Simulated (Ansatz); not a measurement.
## Bands, cutoff and cost in G0W0 for Si2BPC2 (zincblende [110] superlattice)

Aim: see how the G0W0 gap of Si2BPC2 (zincblende [110] superlattice) on PBEsol moves with empty bands and screening cutoff, and what each rung costs.

Calculated with Ansatz 0.2.0; G0W0 on PBEsol, plane waves, PAW; PAW set soft_1.

## Step 1: The starting structure

The cell holds 12 atoms: 2 B, 2 P, 4 Si and 4 C. Cell: a = 3.123 Å, b = 4.423 Å, c = 9.418 Å, α = 90.0°, β = 90.0°, γ = 90.0°. It derives from BP. Regions: BP, 4 atoms (2 B and 2 P); SiC, 8 atoms (4 Si and 4 C). The structure's axis is c.

The structure was relaxed with PBEsol. The runs that relaxed it are not among those shown.

## Step 2: 86 empty bands, screening to 44 eV

Now the one-shot GW correction: screening in the RPA, then the self-energy of the levels asked for. This step takes PAW set soft_1 files.

input.yaml reads:

```yaml
crystal:
  lattice:
    - [3.1227157746, 0.0, 0.0]
    - [0.0, 4.4229345979, 1.60864e-05]
    - [0.0, 3.3678e-05, 9.4176319605]
  atoms:
    - { symbol: B, position: [0.0, -0.0471262999, 0.0720823415] }
    - { symbol: P, position: [0.5, 0.211259451, 0.0983089633] }
    - { symbol: B, position: [0.5, 0.4528809742, 0.2749186048] }
    - { symbol: P, position: [0.0, 0.7112628512, 0.2486944453] }
    - { symbol: Si, position: [0.0, 0.0291345413, 0.4359758668] }
    - { symbol: C, position: [0.5, 0.2688458755, 0.4267934494] }
    - { symbol: Si, position: [0.5, 0.5204750541, 0.5896900972] }
    - { symbol: C, position: [0.0, 0.7674112616, 0.5942206937] }
    - { symbol: Si, position: [0.0, 0.0204723415, 0.7573110778] }
    - { symbol: C, position: [0.5, 0.2674097425, 0.7527801341] }
    - { symbol: Si, position: [0.5, 0.5291298175, 0.9110258636] }
    - { symbol: C, position: [0.0, 0.7688443897, 0.9202063615] }
kpoints:
  mp_grid: { grid: [4, 4, 2] }
hamiltonian:
  xc: pbesol
  pseudopotentials: { kind: paw, azcp: { folder: soft_1 }, xc_functional: pbe }
scf:
  occupations: { method: fixed }
gw:
  n_empty_bands: 86
  ecut_chi: 44
  qp_bands: [v4, c4]
  qp_kpoints: band_edges
  screening: { model: contour_deformation }
```

Command:

```sh
ansatz run input.yaml --threads 4 --pin off --max-ram 17510MiB --backend cpu --events-out ev --progress --plain --runs-dir out
```

Numbers of over 12 decimals in the logs are rounded to 6 here.

Log:

```text
Warning: 2 symmetry operations that the atoms keep within the bar at which the run's group was sought (crystal.symmetry.tolerance 1.0e-5, or twice it) were not taken beside the 2 unitary ones that the detection took (of a slab, those that keep its plane). If the more symmetric cell is meant, write the vectors of crystal.lattice to more decimals, or, with the positions in fractional coordinates, give it by lengths and [...]
Engine: ansatz 0.2.0, aarch64-unknown-linux-gnu
Pseudopotentials: kind: paw
Pseudopotential: B, paw, valence charge 3, recommended cutoff 420 eV (normal), soft_1/B.paw.azcp
Pseudopotential: P, paw, valence charge 5, recommended cutoff 420 eV (normal), soft_1/P.paw.azcp
Pseudopotential: Si, paw, valence charge 4, recommended cutoff 420 eV (normal), soft_1/Si.paw.azcp
Pseudopotential: C, paw, valence charge 4, recommended cutoff 420 eV (normal), soft_1/C.paw.azcp
Functional definition: PBEsol
  exchange = pbesol_x
  correlation = pbesol_c
Crystal: 12 atoms, lattice volume = 130.072 Å³
Basis set: ecut = 420 eV, 2543 PW (Γ)
Bands: 36, of which v1, the nominal top of the filled ones, is band 24 counted from 1 (23 counted from 0)
Symmetry: 2 space group operations
Space group: Pm (ITA 6), of the structure as read, at distance tolerance 5.1e-5 Å
k-points: 18 of 32 (time reversal used)
Non-local potential: B, projectors of the file, l = 0: 2, l = 1: 2, l = 2: 1
Non-local potential: P, projectors of the file, l = 0: 2, l = 1: 2, l = 2: 1
Non-local potential: Si, projectors of the file, l = 0: 2, l = 1: 2, l = 2: 1
Non-local potential: C, projectors of the file, l = 0: 2, l = 1: 2, l = 2: 1
PAW form: soft (Blöchl's): semilocal exchange-correlation on the pseudo side does not see the compensation charge
PAW frozen core: B, regenerated for the run's functional, and the local potential with it (the file was generated under x = pbe(κ = 0.804, μ = 0.219515), c = pbe(β = 0.066725))
PAW frozen core: P, regenerated for the run's functional, and the local potential with it (the file was generated under x = pbe(κ = 0.804, μ = 0.219515), c = pbe(β = 0.066725))
PAW frozen core: Si, regenerated for the run's functional, and the local potential with it (the file was generated under x = pbe(κ = 0.804, μ = 0.219515), c = pbe(β = 0.066725))
PAW frozen core: C, regenerated for the run's functional, and the local potential with it (the file was generated under x = pbe(κ = 0.804, μ = 0.219515), c = pbe(β = 0.066725))
PAW one-centre angular grid: B, 110 points (default); XC on 64 Gauss nodes
PAW one-centre angular grid: P, 110 points (default); XC on 64 Gauss nodes
PAW one-centre angular grid: Si, 110 points (default); XC on 64 Gauss nodes
PAW one-centre angular grid: C, 110 points (default); XC on 64 Gauss nodes
Initial density: superposition of atomic densities (chi_scale 0.1, normalization cell, long waves kept (reshape's long-wave potential 0.27 eV rms))
Initial wavefunctions: pseudopotential atomic-orbital guess
Functional: x = pbesol(κ = 0.804, μ = 0.123457), c = pbesol(β = 0.046)
SCF iter   1: F=—  HF=-5267.589715 eV  |F-HF|=—  |Δ(HF+E_count)|=         —  Δρ=1.13e-1  dr2=2.09e1  ethr=3.10e-3  ⟨swp⟩=5.3  Hψ=2728  notcnv=0  defer=169
preconditioner: auto → Resta (q_TF=auto, 2.311 Å⁻¹)  ε∞=4.6  [insulator: Δε(μ)=1.729 eV  Ē_g=11.933 eV  n_scr=22 (ndim 8)  ℏωp=22.6 eV  f_vac=0.000  ε∞_Penn≈4.6]
SCF iter   2: F=—  HF=-5261.699673 eV  |F-HF|=—  |Δ(HF+E_count)|=    5.89e0  Δρ=4.29e-2  dr2=2.33e0  ethr=3.10e-3  ⟨swp⟩=3.0  Hψ=1380  notcnv=0  defer=174
SCF iter   3: F=—  HF=-5261.033173 eV  |F-HF|=—  |Δ(HF+E_count)|=   6.67e-1  Δρ=1.49e-2  dr2=2.27e-1  ethr=3.10e-3  ⟨swp⟩=2.6  Hψ=941  notcnv=0  defer=175
SCF iter   4: F=—  HF=-5260.985276 eV  |F-HF|=—  |Δ(HF+E_count)|=   4.79e-2  Δρ=1.86e-3  dr2=4.04e-3  ethr=4.72e-4  ⟨swp⟩=3.0  Hψ=1122  notcnv=0  defer=180
SCF iter   5: F=—  HF=-5260.986427 eV  |F-HF|=—  |Δ(HF+E_count)|=   1.15e-3  Δρ=5.76e-4  dr2=3.06e-4  ethr=8.42e-6  ⟨swp⟩=3.3  Hψ=878  notcnv=0  defer=180
SCF iter   6: F=—  HF=-5260.986635 eV  |F-HF|=—  |Δ(HF+E_count)|=   2.08e-4  Δρ=5.98e-5  dr2=5.05e-6  ethr=6.37e-7  ⟨swp⟩=2.6  Hψ=981  notcnv=0  defer=180
SCF iter   7: F=—  HF=-5260.986635 eV  |F-HF|=—  |Δ(HF+E_count)|=   7.79e-7  Δρ=2.00e-5  dr2=7.05e-7  ethr=1.05e-8  ⟨swp⟩=2.0  Hψ=982  notcnv=0  defer=179
SCF iter   8: F=-5260.986635 eV  HF=-5260.986635 eV  |F-HF|=1.37e-8  |Δ(HF+E_count)|=   1.32e-7  Δρ=4.48e-6  dr2=2.86e-8  ethr=2.08e-10  ⟨swp⟩=14.8  Hψ=4093  notcnv=0
SCF 1 converged in 8 iterations: F = -5260.986635 eV  dr2 = 2.86e-8
  greatest PAW one-centre occupation: 0.767 electrons in one spin orbital (limit 2), on the P atom at site 3 (counted from 0), in its partial waves of l = 0
NSCF: frozen V_eff on 18 k-points
G₀W₀ screening: q 1/18
[... further progress lines ...]
SCF converged after 8 iterations
Free energy (F): -5260.986635 eV
Harris-Foulkes:  -5260.986635 eV  (|F-HF|=1.37e-8)
Internal energy: -5260.986635 eV  (E = F + TS)
E sigma→0 (E₀):  -5260.986635 eV
Fermi energy:    10.101364 eV
--- Per-component energies (eV) ---
  E_band       = 154.350698
  E_kinetic    = 770.471729
  E_local      = -519.264222  (includes V_loc(G=0)·N_el)
  E_nonlocal   = 262.127647
  E_hartree    = 167.079810
  E_xc         = -630.281446
  E_vxc        = -635.112102  (∫ρ·V_xc dr)
  E_paw        = -3611.782259  (= ΣΔE_a)
  E_vpaw       = -58.032285  (= ΣTr[D̂ρ^β])
  E_aug_tail   = 0.000222  (compensation charges beyond the density's cutoff)
  E_ewald      = -1699.670374
  E_core_change = 0.332259  (= ΣΔE_core)
  E_smearing   = -0.000000  (= −TS)
  E_closure    = 0.000000  (closes the sum)
  Σ components = -5260.986635   (vs F -5260.986635, Δ=0.00e0)
--- Band table (eV; the first three rows and the last of 18) ---
  k-point 0: bands = [... 20 lower, 8.8173, 9.2791, 9.6024, 10.0574, 10.5208, 12.0669, 12.6466, 12.9276, ... 8 higher]
  k-point 1: bands = [... 20 lower, 8.3554, 8.9374, 9.1727, 10.1014, 11.2158, 11.7866, 13.1320, 14.0181, ... 8 higher]
  k-point 2: bands = [... 20 lower, 8.6293, 8.6805, 8.7733, 9.4069, 11.0776, 12.5992, 13.0965, 13.3861, ... 8 higher]
  k-point 17: bands = [... 20 lower, 7.3641, 7.3642, 7.8045, 7.8045, 13.6341, 13.6341, 14.1114, 14.1115, ... 8 higher]
--- G₀W₀: contour deformation, 7 samples at zero and on the imaginary axis and 1 off it, 32 q-points, 86 empty bands' worth ---
  eigenvalues of the whole cell's RPA ε∞ on this k-mesh (on a slab, of 1 + 4πα/V) = 8.2352, 8.3552, 9.9963; static W/v taken at q = 0 is 0.109855
  gw.qp_kpoints: band_edges: 8 of 18 stored k-points solved, in 1 pass; an edge of the gap read off the rows below is read off those points alone
    valence top: of the k-points left out ik 2 came nearest to being solved in a further pass, in band 24 (counted from 1, as in the quasiparticle table): it holds the edge there only if its correction is more favourable than any solved in that band by at least 0.694 eV; those differ by 0.352 eV
    conduction bottom: of the k-points left out ik 2 came nearest to being solved in a further pass, in band 25 (counted from 1, as in the quasiparticle table): it holds the edge there only if its correction is more favourable than any solved in that band by at least 0.589 eV; those differ by 0.288 eV
    ik  band        ε_KS         Σx   Σc(E_QP)       V_xc       Z   E_QP_lin       E_QP  E_QP is
     0    21      8.8173   -18.0939     2.8711   -15.4997  0.7923     9.0935     9.0942  root
     0    22      9.2791   -17.4244     2.4658   -15.2907  0.7981     9.6103     9.6111  root
     0    23      9.6024   -17.3912     2.3622   -15.3832  0.7998     9.9559     9.9566  root
     0    24     10.0574   -17.1219     2.2559   -15.2051  0.7997    10.3958    10.3965  root
     0    25     10.5208    -7.2450    -3.6118   -11.6684  0.8158    11.3368    11.3324  root
     0    26     12.0669    -7.3815    -3.8586   -12.1794  0.8113    13.0128    13.0062  root
     0    27     12.6466    -7.1426    -4.1048   -12.2235  0.8096    13.6315    13.6227  root
     0    28     12.9276    -7.2520    -4.0567   -12.3369  0.8116    13.9652    13.9559  root
     1    21      8.3554   -17.5751     2.6439   -15.1360  0.7927     8.5598     8.5602  root
     1    22      8.9374   -18.1462     2.9024   -15.5614  0.7940     9.2542     9.2550  root
     1    23      9.1727   -16.9585     2.2546   -14.9479  0.7982     9.4163     9.4167  root
     1    24     10.1014   -17.1924     2.2584   -15.2816  0.7999    10.4483    10.4490  root
     1    25     11.2158    -7.1905    -3.8119   -11.8790  0.8138    12.0982    12.0924  root
     1    26     11.7866    -7.2145    -3.8798   -12.0058  0.8120    12.7047    12.6981  root
     1    27     13.1320    -7.4758    -4.0235   -12.5405  0.8024    14.1833    14.1732  root
     1    28     14.0181    -7.4915    -4.2310   -12.8414  0.8009    15.1502    15.1370  root
     3    21      8.5113   -17.8325     2.8758   -15.1708  0.7907     8.7250     8.7255  root
     3    22      8.8298   -17.6252     2.6086   -15.2957  0.7957     9.1083     9.1089  root
     3    23      9.1870   -17.3843     2.4163   -15.2750  0.7972     9.4933     9.4940  root
     3    24      9.4275   -17.1074     2.3819   -14.9877  0.7961     9.6892     9.6897  root
     3    25     11.8103    -7.1229    -3.9534   -11.9948  0.8120    12.7357    12.7289  root
     3    26     12.2148    -7.3812    -3.9386   -12.2748  0.8097    13.1775    13.1698  root
     3    27     13.4839    -7.5580    -4.0800   -12.6963  0.8015    14.5531    14.5420  root
     3    28     13.9003    -7.9514    -4.1859   -13.2734  0.7988    15.0498    15.0363  root
[...]
16    21      7.9870   -17.8664     2.9202   -15.1380  0.7898     8.1786     8.1789  root
    16    22      7.9870   -17.8664     2.9202   -15.1380  0.7898     8.1786     8.1789  root
    16    23      8.2068   -17.8214     2.8296   -15.2084  0.7908     8.4230     8.4235  root
    16    24      8.2068   -17.8214     2.8296   -15.2084  0.7908     8.4230     8.4235  root
    16    25     13.5606    -8.2998    -4.0661   -13.4523  0.8025    14.6589    14.6470  root
    16    26     13.5606    -8.2998    -4.0661   -13.4523  0.8025    14.6589    14.6470  root
    16    27     13.8175    -7.8489    -4.1086   -13.0750  0.7994    14.9482    14.9351  root
    16    28     13.8175    -7.8489    -4.1086   -13.0750  0.7994    14.9482    14.9351  root
```

The job ended after 36 s (4 threads of Arm Neoverse V1, shared host; peak memory 0.66 GiB).

Numbers from this step:

```yaml
bands_summed: 110
rpa_eps_infinity_on_this_mesh_eigenvalues: 8.235, 8.355, 9.996
plane_waves_in_the_screening_matrix: 85
q_points_in_the_mesh: 32
g0w0_gap_on_the_mesh: 0.8378 eV
k_of_the_valence_top: 0, 0, -0.5
k_of_the_conduction_bottom: -0.5, 0, -0.5
starting_gap_on_the_mesh: 0.3869 eV
z_at_the_valence_top: 0.7999
z_at_the_conduction_bottom: 0.8169
least_direct_g0w0_gap_on_the_computed_points: 0.9359 eV
```

The gap on the mesh goes from 0.39 eV to 0.84 eV, a correction of +0.45 eV. Between the two edge states, bare exchange in place of the xc potential would open the gap by 6.26 eV, and correlation takes back 5.80 eV.

## Step 3: 340 empty bands, screening to 110 eV

Another rung: the empty bands reach about as high as the screening cutoff, so the two stay in balance.

Changes to input.yaml since step 2:

```diff
@@ -26,4 +26,4 @@
 gw:
-  n_empty_bands: 86
-  ecut_chi: 44
+  n_empty_bands: 340
+  ecut_chi: 110.0
   qp_bands: [v4, c4]
```

Log:

```text
[...]
Crystal: 12 atoms, lattice volume = 130.072 Å³
Basis set: ecut = 420 eV, 2543 PW (Γ)
Bands: 36, of which v1, the nominal top of the filled ones, is band 24 counted from 1 (23 counted from 0)
[... 1 set-up line as in the run before ...]
[...]
k-points: 18 of 32 (time reversal used)
[...]
SCF iter   1: F=—  HF=-5267.589715 eV  |F-HF|=—  |Δ(HF+E_count)|=         —  Δρ=1.13e-1  dr2=2.09e1  ethr=3.10e-3  ⟨swp⟩=5.3  Hψ=2728  notcnv=0  defer=169
[...]
SCF iter   8: F=-5260.986635 eV  HF=-5260.986635 eV  |F-HF|=1.37e-8  |Δ(HF+E_count)|=   1.32e-7  Δρ=4.48e-6  dr2=2.86e-8  ethr=2.08e-10  ⟨swp⟩=14.8  Hψ=4093  notcnv=0
SCF 1 converged in 8 iterations: F = -5260.986635 eV  dr2 = 2.86e-8
[...]
NSCF: frozen V_eff on 18 k-points
G₀W₀ screening: q 1/18
[... further progress lines ...]
SCF converged after 8 iterations
Free energy (F): -5260.986635 eV
[...]
Internal energy: -5260.986635 eV  (E = F + TS)
E sigma→0 (E₀):  -5260.986635 eV
Fermi energy:    10.101364 eV
[...]
--- Band table (eV; the first three rows and the last of 18) ---
  k-point 0: bands = [... 20 lower, 8.8173, 9.2791, 9.6024, 10.0574, 10.5208, 12.0669, 12.6466, 12.9276, ... 8 higher]
  k-point 1: bands = [... 20 lower, 8.3554, 8.9374, 9.1727, 10.1014, 11.2158, 11.7866, 13.1320, 14.0181, ... 8 higher]
  k-point 2: bands = [... 20 lower, 8.6293, 8.6805, 8.7733, 9.4069, 11.0776, 12.5992, 13.0965, 13.3861, ... 8 higher]
  k-point 17: bands = [... 20 lower, 7.3641, 7.3642, 7.8045, 7.8045, 13.6341, 13.6341, 14.1114, 14.1115, ... 8 higher]
[...]
0    21      8.8173   -18.0939     2.1606   -15.4997  0.7823     8.3822     8.3836  root
     0    22      9.2791   -17.4244     1.7397   -15.2907  0.7881     8.8840     8.8850  root
     0    23      9.6024   -17.3912     1.6276   -15.3832  0.7892     9.2210     9.2220  root
     0    24     10.0574   -17.1219     1.5152   -15.2051  0.7892     9.6548     9.6558  root
     0    25     10.5208    -7.2450    -4.0481   -11.6684  0.8098    10.8969    10.8960  root
     0    26     12.0669    -7.3815    -4.3724   -12.1794  0.8045    12.4937    12.4924  root
     0    27     12.6466    -7.1426    -4.6015   -12.2235  0.8029    13.1281    13.1259  root
     0    28     12.9276    -7.2520    -4.5806   -12.3369  0.8050    13.4341    13.4320  root
[...]
16    25     13.5606    -8.2998    -4.6308   -13.4523  0.7942    14.0849    14.0823  root
    16    26     13.5606    -8.2998    -4.6308   -13.4523  0.7942    14.0849    14.0823  root
    16    27     13.8175    -7.8489    -4.7024   -13.0750  0.7908    14.3440    14.3413  root
    16    28     13.8175    -7.8489    -4.7024   -13.0750  0.7908    14.3440    14.3413  root
```

Run time: 4.7 min. Hardware: 4 threads; peak memory 2.1 GiB.

Numbers from this step:

```
bands summed                                 : 364
RPA ε∞ on this mesh (eigenvalues)            : 7.967, 8.100, 9.658
plane waves in the screening matrix          : 347
q-points in the mesh                         : 32
G0W0 gap on the mesh                         : 1.147 eV
k of the valence top                         : 0, 0, -0.5
k of the conduction bottom                   : -0.5, 0, -0.5
starting gap on the mesh                     : 0.3869 eV
Z at the valence top                         : 0.7892
Z at the conduction bottom                   : 0.8110
least direct G0W0 gap on the computed points : 1.240 eV
```

Against the run with 4×4×2 mesh, 86 empty bands, screening to 44 eV, PAW set soft_1 files, the gap moves by +0.31 eV.

## Step 4: Side by side

Times are wall times on 4 threads of Arm Neoverse V1, shared host, good to a factor of about two.

```csv
mesh,files,frequency,bands summed,cutoff (eV),start (eV),G0W0 (eV),time,host memory (GiB)
4×4×2,PAW set soft_1,contour deformation,110,44,0.387,0.838,36 s,0.66
4×4×2,PAW set soft_1,contour deformation,364,110,0.387,1.147,4.7 min,2.1
```

How the two edges are built up, in eV (the quasiparticle level is the starting level plus Σx plus Σc less Vxc):

```csv
run,edge,start,Σx,Σc,Vxc,Z,QP
110 bands,valence top,10.10,-17.19,2.26,-15.28,0.80,10.45
110 bands,conduction bottom,10.49,-7.28,-3.55,-11.63,0.82,11.29
364 bands,valence top,10.10,-17.19,1.51,-15.28,0.79,9.70
364 bands,conduction bottom,10.49,-7.28,-3.98,-11.63,0.81,10.85
```

## Step 5: Summary of results

| Quantity | Value |
| --- | --- |
| 110 bands, 44 eV | 0.838 eV |
| 364 bands, 110 eV | 1.147 eV |
| estimated limit in bands and cutoff | 1.28 eV |
| mesh and start | 4×4×2, PBEsol |

A line in one over the bands through the two rungs gives 1.28 eV, +0.13 eV from the top rung; with two points alone it is an unchecked estimate. The rungs stand 0.44 eV (110 bands) and 0.13 eV (364 bands) from it. From 110 to 364 bands the gap moves by +0.31 eV while the time grows 7.9-fold. Σc changes by −0.75 eV at the valence top and −0.44 eV at the conduction bottom, so the levels themselves move more than the gap between them. The 4×4×2 mesh is coarse for this cell (its supercell is 12 Å along the shortest edge). The RPA ε∞ on it, from the PBEsol start, is 7.97, 8.10 and 9.66; such meshes misread the long-range screening, most where the gap is narrow.

[Paths, hosts, dates, memory and timing lines, banners, echoed tables and standing remarks are left out of the program output.]

[Logs are printed without paths, hosts, clocks, repeated set-up lines and the standing remarks that a program may print on its own settings, such as how far it seeks lower states.]

[Runs of the session that timed out or met a known fault of the program may be left out.]

[Cells called generated may have been cut or substituted from an entry of the Crystallography Open Database or the Materials Project.]

[Hosts, paths, dates, database ids (printed as entryN), source tags and the programs' standing remarks are cut or masked in the printed files.]
